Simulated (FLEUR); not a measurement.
The system is CaO.

```
CELL_PARAMETERS angstrom
0.00000 2.40356 2.40356
2.40356 0.00000 2.40356
2.40356 2.40356 0.00000
ATOMIC_POSITIONS crystal
Ca 0.00000 0.00000 0.00000
O 0.50000 0.50000 0.50000
```

The cell is a database's computed one.

Base run:

* Program: FLEUR MaX-R8.1 (later development tree)
* Functional: PBE
* Potentials or basis: all-electron
* Basis: FLAPW
* Kmax: 4.12 1/bohr
* k mesh: 10 × 10 × 10
* Occupations: fermi-dirac, width 0.05 eV
* Spin: no spin polarisation

Its results: band gap on the k mesh 3.65 eV, indirect (least direct gap 4.03 eV).

The run is repeated on the same cell with these changes: functional from PBE to WC. What comes out?

Band gap on the k mesh 3.56 eV, indirect (least direct gap 3.94 eV).

Not every run made on this cell is shown here.
